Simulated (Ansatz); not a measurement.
KCl (h-MgO type) was relaxed with 5 functionals in Ansatz 0.2.0, cell and atoms free, the symmetry of the start kept (meshes: PBE 6×6×4, r2SCAN 6×6×4, PBEsol 6×6×4, LDA 6×6×4, HSE06 6×6×4). The structure was generated, not taken from experiment, and needn't be the ground state; spin polarisation is off.

The HSE06 result:
```cif
data_structure
_symmetry_space_group_name_H-M 'P6_3/mmc'
_symmetry_Int_Tables_number 194
_cell_length_a 5.3720
_cell_length_b 5.3720
_cell_length_c 6.2832
_cell_angle_alpha 90.000
_cell_angle_beta 90.000
_cell_angle_gamma 120.000
_cell_volume 157.03
loop_
_atom_site_label
_atom_site_type_symbol
_atom_site_symmetry_multiplicity
_atom_site_Wyckoff_symbol
_atom_site_fract_x
_atom_site_fract_y
_atom_site_fract_z
_atom_site_occupancy
K1 K 2 c 0.33333 0.66667 0.25000 1
Cl1 Cl 2 d 0.66667 0.33333 0.25000 1
```

Space group P6_3/mmc (No. 194), hexagonal; conventional cell a = 5.372 Å, c = 6.283 Å, 39.26 Å³ an atom. K has 5 Cl at 3.10–3.14 Å; Cl has 5 K at 3.10–3.14 Å.

Problem. Order the functionals by the relaxed volume, smallest first.
A. HSE06
B. PBE
C. r2SCAN
D. LDA
E. PBEsol

Solution. D (34.80 Å³/atom), E (37.63 Å³/atom), C (38.57 Å³/atom), A (39.26 Å³/atom), B (39.81 Å³/atom).

Problem. How does the cell change with LDA?

Solution. a = 5.164 Å, c = 6.027 Å; the volume differs by -11.4 % from HSE06's. Around K lie 5 Cl at 2.98–3.01 Å; around Cl lie 5 K at 2.98–3.01 Å.

Problem. What lattice does PBEsol give?

Solution. a = 5.300 Å, c = 6.188 Å; the volume differs by -4.1 % from HSE06's. K is surrounded by 5 Cl at 3.06–3.09 Å; Cl is surrounded by 5 K at 3.06–3.09 Å.

Problem. Held at the r2SCAN cell, what mean stress do LDA and PBE find, and does its sign point to their own minimum?

Solution. Yes. LDA -1.46 GPa, and its relaxed volume is -9.8 % from r2SCAN's; PBE +0.45 GPa, and its relaxed volume is +3.2 % from r2SCAN's. Compression counts positive, so a positive stress asks for a larger cell.
